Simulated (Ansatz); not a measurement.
What a change of settings does: BN (zincblende type)

First run: DFT, PBEsol, PAW with Ansatz's default frozen-core files, scalar-relativistic (Ansatz 0.2.0).

Command: `ansatz run input.yaml --threads 1 --pin off --max-ram 2048MiB --backend cpu --events-out ev --progress --plain --runs-dir out` It took 20 s on 1 thread of Arm Neoverse V2, on a shared host, peak memory 0.32 GiB.

```yaml
crystal:
  lattice:
    - [0.0, 2.15443469, 2.15443469]
    - [2.15443469, 0.0, 2.15443469]
    - [2.15443469, 2.15443469, 0.0]
  atoms:
    - { symbol: B, position: [0.0, 0.0, 0.0] }
    - { symbol: "N", position: [0.25, 0.25, 0.25] }
kpoints:
  mp_grid: { grid: [17, 17, 17] }
scf:
  occupations: { method: fermi_dirac, width: 0.08 }
hamiltonian:
  xc: pbesol
  pseudopotentials: { kind: paw }
output:
  forces: true
  stress: true
  write_density: true
  write_potential: true
  elf: true
  volumetric_format: npy
relax:
  f_tol: 0.005
  max_steps: 40
  cell: {}
```

The start is a guessed cell of a prototype that needn't be stable.

This run: cell relaxed at zero pressure.

It converges in 47 SCF iterations over all geometries at a pressure of 0.01 GPa, ending at 5.86 Å³/atom, cutoff 420 eV.

The input is then changed:

```diff
   occupations: { method: fermi_dirac, width: 0.08 }
+  convergence: { dr2_threshold: 1.0e-09 }
 hamiltonian:
   stress: true
-  write_density: true
-  write_potential: true
-  elf: true
-  volumetric_format: npy
 relax:
```

What does the second run give?

It converges in 49 SCF iterations over all geometries at a pressure of 0.00 GPa, ending at 5.86 Å³/atom, cutoff 420 eV, free energy 0.0 meV/atom against the first run's.
